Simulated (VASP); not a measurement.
The system is MoSe2.

```
Mo Se
1.0
     3.28800    0.00000    0.00000
    -1.64400    2.84749    0.00000
     0.00000    0.00000   12.90000
Mo Se
2 4
Direct
  0.66667 0.33333 0.75000
  0.33333 0.66667 0.25000
  0.66667 0.33333 0.37500
  0.33333 0.66667 0.87500
  0.66667 0.33333 0.12500
  0.33333 0.66667 0.62500
```

| Item | Value |
| --- | --- |
| Program | VASP 6.6.1 |
| Task | relaxation of cell and atoms |
| Functional | RPBE |
| Dispersion | D4 |
| Potentials or basis | VASP PAW PBE potentials, release 64 (Mo_sv, Se) |
| Cutoff | 600 eV |
| k mesh | 9 × 9 × 2 |
| Occupations | fermi-dirac, width 0.05 eV |
| Spin | no spin polarisation |

At the start: pressure 3.4 GPa; volume 20.13 Å³/atom.

**Question.** Where does the relaxation end?

**Answer.** Over 16 steps the energy falls by 33.1 meV/atom and the volume is 19.22 Å³/atom (-4.5 %); space group P6_3/mmc (No. 194, to 0.05 Å).

The path:
```tsv
step	energy change (eV)	largest force (eV/Å)	pressure (GPa)	volume (Å³)
1	0.0000	1.1912	3.40	120.78
2	0.1360	0.9804	-3.98	128.34
3	-0.1040	0.2563	-1.59	123.46
4	-0.1041	0.2259	-1.75	123.55
5	-0.1364	0.1690	-0.40	120.84
6	-0.1377	0.1587	-0.12	120.33
7	-0.1513	0.1706	0.02	119.52
8	-0.1822	0.2031	0.55	117.10
9	-0.1703	0.2235	2.36	112.23
10	-0.1904	0.2479	1.20	115.39
11	-0.1974	0.0770	0.19	115.57
12	-0.1979	0.0388	-0.04	115.61
13	-0.1978	0.0370	-0.48	115.69
14	-0.1980	0.0164	-0.17	115.63
15	-0.1983	0.0100	-0.13	115.54
16	-0.1985	0.0044	-0.05	115.33
```

Final structure:
```
CELL_PARAMETERS angstrom
3.26061 0.00000 0.00000
-1.63031 2.82377 0.00000
0.00000 0.00000 12.52611
ATOMIC_POSITIONS crystal
Mo 0.66667 0.33333 0.75000
Mo 0.33333 0.66667 0.25000
Se 0.66667 0.33333 0.38421
Se 0.33333 0.66667 0.88421
Se 0.66667 0.33333 0.11579
Se 0.33333 0.66667 0.61579
```

Caveat: the PAW data sets were made with another functional, which shifts forces and pressure a little.
